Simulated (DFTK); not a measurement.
ZrB2: single point with PBEsol

The system is ZrB2.

```xyz
3
Lattice="3.1700 0.0000 0.0000 -1.5850 2.7453 0.0000 0.0000 0.0000 3.5330" Properties=species:S:1:pos:R:3 pbc="T T T"
Zr   -0.0317    0.0579   -0.0309
B     1.5522    0.9061    1.7516
B     0.0305    1.8258    1.8164
```

The cell isn't the ideal one: atoms moved at random, drawn with an rms of 0.05 Å.

```
Program             : DFTK 0.8.2
Task                : single point
Functional          : PBEsol
Potentials or basis : dojo.nc.sr.pbesol.v0_4_1.standard.upf (PBEsol)
Cutoff              : 1034 eV
k mesh              : 10 × 10 × 8
Occupations         : fermi-dirac, width 0.05 eV
Spin                : no spin polarisation
```

- Pressure: -2.7 GPa
- Largest force: 1.252 eV/Å
- Band gap on the k mesh: none (metal or under the smearing width)

Forces on the atoms (eV/Å):
```
Zr   0.375 -0.835  0.681
B    0.544  0.396  0.047
B   -0.919  0.439 -0.728
```

Stress tensor (GPa, compression positive):
```
-2.49  0.42  0.44
 0.42 -2.74 -0.71
 0.44 -0.71 -2.97
```

Levels at points of the mesh, in eV from the Fermi level:
```tsv
k point	band 5	band 6	band 7	band 8	band 9	band 10	band 11	band 12	band 13	band 14
(0.00, 0.00, 0.00)	-12.62	-2.79	-2.70	-2.30	-2.07	3.35	3.49	3.88	4.41	4.74
(-0.50, 0.00, 0.00)	-8.69	-8.46	-3.97	-3.30	-2.42	2.10	2.97	5.04	5.16	6.53
(0.00, -0.50, 0.00)	-8.89	-8.37	-3.81	-2.99	-2.55	2.19	2.52	5.01	5.09	6.58
(-0.50, -0.50, 0.00)	-9.04	-8.28	-3.69	-2.96	-2.46	1.95	2.49	5.00	5.04	6.65
(0.00, 0.00, -0.50)	-10.55	-6.90	-1.30	-0.58	0.22	0.66	0.86	0.95	1.91	5.21
(-0.50, 0.00, -0.50)	-9.91	-6.67	-4.57	-3.93	-2.04	3.79	4.01	5.39	6.32	6.62
(0.00, -0.50, -0.50)	-9.81	-6.89	-4.50	-4.07	-1.89	3.77	4.16	5.39	6.27	6.66
(-0.50, -0.50, -0.50)	-9.71	-7.07	-4.46	-4.18	-1.77	3.73	4.25	5.39	6.29	6.80
```

Wall time 10 min on 1 thread of AMD EPYC 9R45 96-Core Processor (Zen 5), with other jobs on the host, peak memory 6.9 GiB.
